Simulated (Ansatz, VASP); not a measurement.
## CoSi in VASP and in Ansatz

```
Co Si
1.0
     0.00000    2.33231    2.33231
     2.33231    0.00000    2.33231
     2.33231    2.33231    0.00000
Co Si
1 1
Cartesian
  0.0000 0.0000 0.0000
  2.3323 2.3323 2.3323
```

Measurements of this composition are mostly on another form, of space group No. 198.

Alike in both runs: task single point; functional PBE; k mesh 16 × 16 × 16; occupations fermi-dirac, width 0.1 eV; no spin polarisation.

|  | VASP | Ansatz |
| --- | --- | --- |
| version | VASP 6.6.1 | Ansatz 0.2.0 |
| potentials or method | VASP PAW PBE potentials, release 64 (Co, Si), cutoff 520 eV | all-electron LAPW, scalar-relativistic |

|  | VASP | Ansatz | Ansatz less VASP |
| --- | --- | --- | --- |
| pressure (GPa) | 0.0 | 0.0 | +0.06 |

Ansatz ran all-electron here, so the differences hold the error of VASP's frozen core and of both bases.

Spin polarisation is off, so any magnetic state and its effect on volume and gap are missing.
